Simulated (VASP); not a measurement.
**LiH13O7: single point with PBE+D3(BJ)**

The system is LiH13O7.

```xyz
21
Lattice="6.6282 0.0000 0.0000 0.0000 6.6282 0.0000 0.0000 0.0000 6.6282" Properties=species:S:1:pos:R:3 pbc="T T T"
O     1.1579    5.5425    0.8871
O     5.4930    0.2862    2.8707
O     0.0493    2.1328    5.6346
O     2.4528   -0.2502    4.0588
O     5.8212    5.7614    5.5252
O     4.7747    1.1229    7.1548
O     0.5542    4.0297    2.9272
H     1.1532    4.9991    1.6730
H     2.0382    5.4560    0.4568
H     5.9844    0.9126    3.3627
H     5.5614    0.5365    1.9160
H     0.2720    2.9830    5.1859
H     0.7679    1.5139    5.4048
H     2.1152   -1.1431    3.6818
H     2.6274    0.2873    3.2414
H     5.3028    6.4908    6.0026
H     6.4616    5.6048    6.3046
H     4.0440    1.7332    7.0647
H     5.4332    1.5889    6.5804
H     0.6507    3.0562    2.7952
Li    6.3926    5.2879    3.7533
```

The cell was built by a generator and needn't be a form met in nature.

* Program: VASP 6.6.1
* Task: single point
* Functional: PBE
* Dispersion: D3(BJ)
* Potentials or basis: VASP PAW PBE potentials, release 64 (O, H, Li_sv)
* Cutoff: 520 eV
* k mesh: 1 × 1 × 1
* Occupations: fermi-dirac, width 0.05 eV
* Spin: no spin polarisation

```json
{"Largest force": "3.007 eV/Å", "Band gap on the k mesh": "3.22 eV, direct", "Dispersion energy per atom": "-0.030 eV"}
```

Forces in eV/Å, atoms in the order of the input:
```
O    0.755  1.635 -2.408
O   -0.476 -1.733 -0.848
O    0.456  0.383 -0.449
O   -0.806 -0.918 -1.206
O    0.373  0.714  2.093
O    0.440 -0.075 -0.617
O    0.711 -1.224  0.241
H   -0.442 -1.781  1.739
H   -0.530  0.074  0.268
H    0.868  1.581  1.068
H   -0.363  0.121  0.436
H   -0.147 -0.340  0.049
H   -0.042 -0.044  0.021
H    0.562  1.296  0.555
H    0.036 -0.591  0.741
H   -0.103 -0.950 -1.134
H   -0.104 -0.362 -0.890
H   -1.049  0.243  0.285
H    0.689  0.183 -0.090
H    0.017  1.092 -0.011
Li  -0.845  0.698  0.156
```

Levels at points of the mesh, in eV from the valence-band top:
```tsv
k point	band 27	band 28	band 29	band 30	band 31	band 32
(0.00, 0.00, 0.00)	-1.17	-0.19	0.00	3.22	6.08	6.48
```

It took 14 s on 1 thread of AMD EPYC 9R45 96-Core Processor (Zen 5), on a shared host, peak memory 0.28 GiB.

 PBE gaps usually lie below the measured ones, often by a third to a half.
